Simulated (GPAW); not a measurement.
Crystal: Co.

```xyz
2
Lattice="2.4720 0.0000 0.0000 -1.2360 2.1408 0.0000 0.0000 0.0000 4.0211" Properties=species:S:1:pos:R:3 pbc="T T T"
Co    1.2360    0.7136    3.0159
Co    0.0000    1.4272    1.0053
```

Base run:

- Program: GPAW 26.7.0
- Functional: PBEsol
- Potentials or basis: PAW data sets generated in the run's folder for this functional
- Cutoff: 600 eV
- Basis: pw
- k mesh: 10 × 10 × 6
- Occupations: fermi-dirac, width 0.05 eV
- Spin: collinear spin, ferromagnetic start
- Starting moments: [2.0, 2.0] μB

Its results: pressure -4.5 GPa; net moment 3.29 μB per cell; site moments Co +1.70 μB.

Task: The run is repeated on the same cell with these changes: hubbard terms from none to Co d U = 6 eV. What comes out?

Result: Pressure 9.0 GPa; net moment 4.12 μB per cell; site moments Co +2.28 μB.

Caveats: the U is typed as a test and isn't derived for this compound (some runs).
